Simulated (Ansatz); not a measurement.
AlAs in the zincblende structure at its r2SCAN geometry, in Ansatz 0.2.0. One HSE06 run serves as the base. The settings are then varied one at a time, some on purpose to values that make no sense. Doubtful ones may also carry a cap on iterations. All numbers are computed, and spin polarisation is off unless an edit sets a moment.

Base input:
```yaml
crystal:
  lattice:
    - [0.0, 2.8389246378, 2.8389246378]
    - [2.8389246378, 0.0, 2.8389246378]
    - [2.8389246378, 2.8389246378, 0.0]
  atoms:
    - { symbol: Al, position: [0.0, 0.0, 0.0] }
    - { symbol: As, position: [0.25, 0.25, 0.25] }
kpoints:
  mp_grid: { grid: [4, 4, 4] }
hamiltonian:
  xc: hse06
scf:
  occupations: { method: fixed }
  n_extra_bands: 4
output:
  forces: true
  stress: true
  eigenvalues: true
  write_density: true
  write_potential: true
  elf: true
  volumetric_format: npy
```

Base results:
```
Basis set: ecut = 420 eV, 893 PW (Γ)
Symmetry: 24 space group operations
Space group: F-43m (ITA 216)
k-points: 8 of 64 (time reversal used)
Exchange kernel: α = 0.2500, screened, ω = 0.2079 Å⁻¹, Wigner–Seitz truncation, v(0) = 1027.4115 eV·Å³, q-mesh 4×4×4
hybrid SCF converged: 2 outer / 10 inner (+2 warm-up)
Free energy (F): -5396.230176 eV
Fermi energy:    5.840126 eV
--- Stress (GPa, compression-positive) ---
        0.465838       0.000000       0.000000
        0.000000       0.465838       0.000000
        0.000000       0.000000       0.465838
  P = ⅓ Tr σ = 0.4658 GPa (4.658 kbar)
```
The gap over this mesh is 2.104 eV.

Command: `ansatz run input.yaml --threads 4 --pin off --max-ram 3686MiB --backend cpu --events-out ev --progress --plain --runs-dir out`. It took 7.7 s on 4 threads of Arm Neoverse N1, with other jobs on the host, load about 0.9 per core; peak host memory 0.68 GiB.

Q: The input is altered as follows. How does the run end?
```yaml
hamiltonian:
  xc: { exchange: pbe, correlation: pbe, exx: { coeff: 0.05, omega: 0.3 } }
```

A: That is 5 % exact exchange, screened with ω = 0.3 1/Å, against HSE06's 25 % screened at 0.208 1/Å. The mean stress moves by +1.4 GPa and the gap on the mesh by -0.570 eV (to 1.533). Totals of different functionals aren't comparable.
```
Exchange kernel: α = 0.0500, screened, ω = 0.3000 Å⁻¹, Wigner–Seitz truncation, v(0) = 502.4076 eV·Å³, q-mesh 4×4×4
hybrid SCF converged: 2 outer / 7 inner (+2 warm-up)
Free energy (F): -5394.825294 eV
Fermi energy:    6.237109 eV
--- Stress (GPa, compression-positive) ---
        1.863842       0.000000       0.000000
        0.000000       1.863842       0.000000
        0.000000       0.000000       1.863842
  P = ⅓ Tr σ = 1.8638 GPa (18.638 kbar)
--- Band table (eV; the first three rows and the last of 8) ---
  k-point 0: bands = […, -28.7273, -28.7273, -5.7914, 6.2371, 6.2371, 6.2371, 8.3584, 10.6317, 10.6317, 10.6317]
  k-point 1: bands = […, -28.7273, -28.7273, -5.2069, 2.8243, 5.7555, 5.7555, 8.9355, 11.2594, 11.2594, 12.7935]
  k-point 2: bands = […, -28.7271, -28.7271, -4.3549, 0.6122, 5.4056, 5.4056, 8.4581, 11.0288, 11.0288, 14.1109]
  k-point 7: bands = […, -28.7275, -28.7268, -3.7658, 1.0846, 3.0481, 3.4054, 10.6650, 11.9835, 12.0546, 12.4087]
```

Q: What happens with this change?
```yaml
hamiltonian:
  xc: { exchange: pbe, correlation: pbe, exx: { coeff: 0.35, omega: 0.1 } }
```

A: That is 35 % exact exchange, screened with ω = 0.1 1/Å, against HSE06's 25 % screened at 0.208 1/Å. The mean stress moves by -0.9 GPa and the gap on the mesh by +0.699 eV (to 2.803). Totals of different functionals aren't comparable. The program warns that on this mesh the truncation of the exchange isn't bounded, so part of the change can be an error of the mesh.
```
Exchange kernel: α = 0.3500, screened, ω = 0.1000 Å⁻¹, Wigner–Seitz truncation, v(0) = 2987.9573 eV·Å³, q-mesh 4×4×4
hybrid SCF converged: 3 outer / 13 inner (+2 warm-up)
Free energy (F): -5397.002268 eV
Fermi energy:    5.407488 eV
--- Stress (GPa, compression-positive) ---
       -0.384686       0.000000       0.000000
        0.000000      -0.384686       0.000000
        0.000000       0.000000      -0.384686
  P = ⅓ Tr σ = -0.3847 GPa (-3.847 kbar)
--- Band table (eV; the first three rows and the last of 8) ---
  k-point 0: bands = […, -33.6862, -33.6862, -8.1146, 5.4075, 5.4075, 5.4075, 9.1462, 11.3717, 11.3717, 11.3717]
  k-point 1: bands = […, -33.6861, -33.6861, -7.4456, 1.6534, 4.8805, 4.8805, 9.6350, 12.0488, 12.0488, 13.7254]
  k-point 2: bands = […, -33.6860, -33.6860, -6.4528, -0.9444, 4.4748, 4.4748, 9.1050, 11.7617, 11.7617, 14.9350]
  k-point 7: bands = […, -33.6862, -33.6857, -5.7643, -0.3837, 1.8446, 2.2859, 11.2675, 12.9193, 12.9860, 13.1460]
```

Q: These lines are set or replaced. What follows?
```yaml
hamiltonian:
  xc: { exchange: pbe, correlation: pbe, exx: { coeff: 0.15, omega: 0.1 } }
```

A: That is 15 % exact exchange, screened with ω = 0.1 1/Å, against HSE06's 25 % screened at 0.208 1/Å. The mean stress moves by +0.6 GPa and the gap on the mesh by -0.097 eV (to 2.007). Totals of different functionals aren't comparable. The program warns that on this mesh the truncation of the exchange isn't bounded, so part of the change can be an error of the mesh.
```
Exchange kernel: α = 0.1500, screened, ω = 0.1000 Å⁻¹, Wigner–Seitz truncation, v(0) = 2987.9573 eV·Å³, q-mesh 4×4×4
hybrid SCF converged: 2 outer / 9 inner (+2 warm-up)
Free energy (F): -5395.543849 eV
Fermi energy:    5.932595 eV
--- Stress (GPa, compression-positive) ---
        1.023921       0.000000       0.000000
        0.000000       1.023921       0.000000
        0.000000       0.000000       1.023921
  P = ⅓ Tr σ = 1.0239 GPa (10.239 kbar)
```

Q: The input is altered as follows. How does the run end?
```yaml
basis:
  xc_grid: 1
```

A: Energy, stress and gap stay within 1 meV an atom, 0.1 GPa and 0.005 eV of the base. The result hardly depends on this setting here.

Spin-orbit coupling is left out.

The program warns that its thresholds are loose for a hybrid's stress.

The meshes of the hybrids are coarse, so their gaps aren't converged to the digits shown.
